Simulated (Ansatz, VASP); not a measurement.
Two plane-wave programs on Ca

```
Ca
1.0
    -2.20520    2.20520    2.19611
     2.20520   -2.20520    2.19611
     2.20520    2.20520   -2.19611
Ca
1
Direct
  0.50000 0.50000 0.00000
```

This isn't the form of Ca at room conditions, which is fcc.

Alike in both runs: task single point; functional r2SCAN; k mesh 6 × 6 × 6; occupations gaussian, width 0.1 eV; no spin polarisation.

|  | VASP | Ansatz |
| --- | --- | --- |
| version | VASP 6.6.1 | Ansatz 0.2.0 |
| potentials or method | VASP PAW PBE potentials, release 64 (Ca_sv) | scalar-relativistic, plane waves, PAW |
| plane-wave cutoff (eV) | 520 | 500 |
| valence electrons in the cell | 10 | 10 |

```tsv
	VASP	Ansatz	Ansatz less VASP
gap on the k mesh at the Fermi level (eV)	none	none	-
pressure (GPa)	0.4	0.3	-0.05
```

A gap of «none» marks a metal or a gap that the smearing closes. The functional is the same, so the differences come from potentials, cutoffs and numerics.

Caveats: the PAW data sets were made with another functional, which shifts forces and pressure a little (VASP).
